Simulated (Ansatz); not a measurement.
**MgS (Fm-3m): G0W0 and the treatment of frequencies and band sums**

```
Mg S
1.0
     0.00000    2.58000    2.58000
     2.58000    0.00000    2.58000
     2.58000    2.58000    0.00000
Mg S
1 1
Direct
  0.00000 0.00000 0.00000
  0.50000 0.50000 0.50000
```

Held fixed (Ansatz):

| Item | Value |
| --- | --- |
| orbitals | PBE |
| datasets | hard PAW set made for 700 eV |
| k mesh | 4×4×4 |
| response cutoff | 200 eV |
| wave cutoff | 700 eV |

The gap is read from Γ to k = (0, -0.5, -0.5), linearised, between the Kohn-Sham band edges among the points solved. The direct gap is read between the top filled and lowest empty Kohn-Sham band at Γ. ε∞ is the electronic dielectric constant on this mesh. Runs with cut sums weigh the q → 0 term analytically. The completed-sum build treats it its own way, which on a coarse mesh shifts the gap as well.

```csv
treatment,KS gap (eV),G0W0 gap (eV),direct at Γ (eV),ε∞
"contour deformation, sums cut at 221 empty bands",2.81,4.26,5.34,6.1
"plasmon pole fitted at 17.92i eV, sums cut at 221 empty bands",2.81,4.22,5.30,6.1
"contour deformation, 90 empty bands and completed sums (trial build, its own q → 0 term)",2.81,?,?,?
```

Fill in the row for contour deformation, 90 empty bands and completed sums (trial build, its own q → 0 term).

G0W0 gap 4.42 eV, direct at Γ 5.39 eV, ε∞ 6.1.

The cell is a model at fixed atoms and needn't be the relaxed known crystal. Points k are given in fractions of the reciprocal vectors. The mesh is coarse, so these are values at the stated settings, not converged ones. Band sums or response are cut, so the gap isn't at its basis limit. The gap is read on the mesh, and the crystal's band edges can lie off it. Meshes this coarse can overestimate the dielectric constant by a tenth and more.
